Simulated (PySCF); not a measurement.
# C8H6: the cost of one run

Computed with PySCF 2.14.0 and routines of our own; the level stands in each step. Atoms count from 0.

## 1. The system as given

14 atoms, charge 0, multiplicity 1; geometry from: GFN2-xTB.

## 2. Optimising the geometry at B3LYP/def2-SVP

Job settings and geometry (Å):

```
{"job": {"xc": "B3LYP", "basis": "def2-SVP", "grid": 1, "kind": "geom"}, "charge": 0, "multiplicity": 1}
C      2.209877     1.883180     1.639255
C      1.414844     1.206309     1.046895
C      0.476142     0.406616     0.350193
C     -0.044449     0.836773    -0.870167
C     -0.958796     0.050881    -1.545094
C     -1.363060    -1.163252    -1.013122
C     -0.849649    -1.592826     0.200163
C      0.067040    -0.816093     0.882219
H      2.904791     2.474818     2.156937
H      0.272848     1.785350    -1.279072
H     -1.358781     0.386567    -2.490906
H     -2.078233    -1.774147    -1.543719
H     -1.165831    -2.538193     0.616606
H      0.472580    -1.146456     1.827647
```

Launch:

```
$ OMP_NUM_THREADS=1 python excited_run.py task.json out
```

This one command runs all jobs of the session in turn.

Q: Estimate the wall time and peak memory of this first job on 1 thread of Arm Neoverse V1, shared host.

About 18 s, with a peak of 0.62 GiB.
